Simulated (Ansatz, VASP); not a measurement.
Sn in VASP and in Ansatz

```
Sn
1.0
     2.97515    0.00000    0.00000
    -1.48757    2.57655    0.00000
     0.00000    0.00000    2.76711
Sn
1
Direct
  0.00000 0.00000 0.00000
```

Alike in both runs: functional PBEsol; k mesh 14 × 14 × 13; occupations fermi-dirac, width 0.05 eV; no spin polarisation.

Ansatz relaxed the structure, and its values are those at the end. VASP's run is a single point on that final structure, the one shown.

|  | VASP | Ansatz |
| --- | --- | --- |
| version | VASP 6.6.1 | Ansatz 0.2.0 |
| potentials or method | VASP PAW PBE potentials, release 64 (Sn_d), cutoff 520 eV | all-electron LAPW, scalar-relativistic |

VASP gave:

* pressure (GPa): 22.9

Problem. Which values does Ansatz return?

Solution. Pressure (GPa): 23.0.

Ansatz ran all-electron here, so the differences hold the error of VASP's frozen core and of both bases.

Caveats: so large a pressure means that the cell lies far from this level's equilibrium, or that cutoff or potentials fall short (VASP); the potentials were made for another functional, which shifts forces and pressure (VASP).
